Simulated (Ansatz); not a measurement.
# wurtzite-structured ZrC

The computed numbers are results of PBE, scalar-relativistic (no spin polarisation) in the plane-wave PAW code Ansatz at 420 eV, 12×12×6 k-mesh, Gaussian smearing of 0.05 eV; PAW files: Ansatz's generated set soft_2.

```
Zr C
1.0
     3.88685    0.00000    0.00000
    -1.94343    3.36611    0.00000
     0.00000    0.00000    4.71809
Zr C
2 2
Cartesian
  1.9434 1.1220 0.3216
  0.0000 2.2441 2.6806
  1.9434 1.1220 2.6282
  0.0000 2.2441 0.2691
```

This is a trial structure; measured cells of the compound in the Crystallography Open Database are in space group Fm-3m (rock salt).

Cell and atoms are those of this level's equilibrium.

The cell has space group P6_3mc (read at 0.01 Å). In it the stress is 0.00, 0.00, 0.01, 0.00, 0.00, 0.00 GPa and the largest force component 0.000 eV/Å. Each change below starts from this cell, without further relaxation. Stress is in GPa, positive in compression, in the order xx, yy, zz, yz, xz, xy; energies are counted from the cell above and are free energies with the smearing's entropy, which match forces and stress in a metal.

One atom was moved along a Cartesian axis, and these forces appeared. Which atom, and about how far?
| atom | Fx (eV/Å) | Fy | Fz |
| --- | --- | --- | --- |
| Zr1 | 0.000 | 0.168 | 0.000 |
| Zr2 | 0.000 | 0.378 | -0.002 |
| C3 | 0.000 | -0.548 | 0.000 |
| C4 | 0.000 | 0.002 | 0.002 |

Atom 3 (C) is moved by 0.05 Å along y; the energy changes by 13.9 meV per cell.

One atom was moved along a Cartesian axis, and these forces appeared. Which atom, and about how far?
```
atom  Fx (eV/Å)     Fy      Fz
 Zr1      0.000  0.000   0.050
 Zr2      0.000  0.000   0.003
  C3      0.000  0.000   0.073
  C4      0.000  0.000  -0.126
```

Atom 4 (C) is moved by 0.02 Å along z; the energy changes by 1.3 meV per cell.

What stress follows from an engineering strain of -1 % in yy, atoms carried along?

1.43, 2.76, 0.87, 0.00, 0.00, 0.00 GPa; the energy changes by 5.2 meV per cell.
```
atom  Fx (eV/Å)      Fy      Fz
 Zr1      0.000   0.122   0.009
 Zr2      0.000  -0.122   0.009
  C3      0.000   0.077  -0.009
  C4      0.000  -0.077  -0.009
```
The change of the stress over the strain gives a clamped-atom stiffness of about 276 GPa for this component, a secant value that lies under the elastic constant in tension and over it in compression, by several per cent for each per cent of strain.
In a harmonic crystal the energy would rise by V(½Cε² − σ₀ε), with σ₀ the stress of the unstrained cell, = 5.3 meV, which matches.

What stress follows from an engineering strain of -1 % in yz, atoms carried along?

0.00, 0.00, 0.02, 1.25, 0.00, 0.00 GPa; the energy changes by 2.4 meV per cell.
The change of the stress over the strain gives a clamped-atom stiffness of about 125 GPa for this component.
In a harmonic crystal the energy would rise by V(½Cε² − σ₀ε), with σ₀ the stress of the unstrained cell, = 2.4 meV, which matches.

All atoms and the cell are disturbed at random:
```xyz
4
Lattice="3.8808 -0.0326 -0.0307 -1.9687 3.4042 0.0308 -0.0372 0.0216 4.6900" Properties=species:S:1:pos:R:3 pbc="T T T"
Zr    1.9426    1.1053    0.3316
Zr   -0.0352    2.2627    2.6009
C     1.9002    1.1466    2.6331
C    -0.0297    2.2556    0.2990
```
Give the energy change, the stress and the forces.

89.8 meV per cell; stress 1.02, -0.64, 2.12, -1.03, 2.16, 1.50 GPa.
```
atom  Fx (eV/Å)      Fy      Fz
 Zr1     -0.521   0.058  -1.247
 Zr2      0.111   0.296   1.248
  C3      0.076  -0.369  -0.149
  C4      0.333   0.016   0.147
```

All atoms and the cell are disturbed at random:
```
CELL_PARAMETERS angstrom
3.84151 -0.00762 -0.00279
-1.92735 3.40253 -0.02658
-0.00339 -0.03921 4.64866
ATOMIC_POSITIONS crystal
Zr 0.66438 0.32866 0.07680
Zr 0.32542 0.66129 0.56238
C 0.67177 0.33813 0.55114
C 0.33843 0.67193 0.06009
```
Give the energy change, the stress and the forces.

94.6 meV per cell; stress 3.65, 0.54, 8.33, 2.34, 0.38, 1.00 GPa.
| atom | Fx (eV/Å) | Fy | Fz |
| --- | --- | --- | --- |
| Zr1 | -0.030 | 0.094 | -1.127 |
| Zr2 | 0.516 | 0.680 | 0.783 |
| C3 | -0.345 | -0.520 | 0.395 |
| C4 | -0.141 | -0.255 | -0.050 |
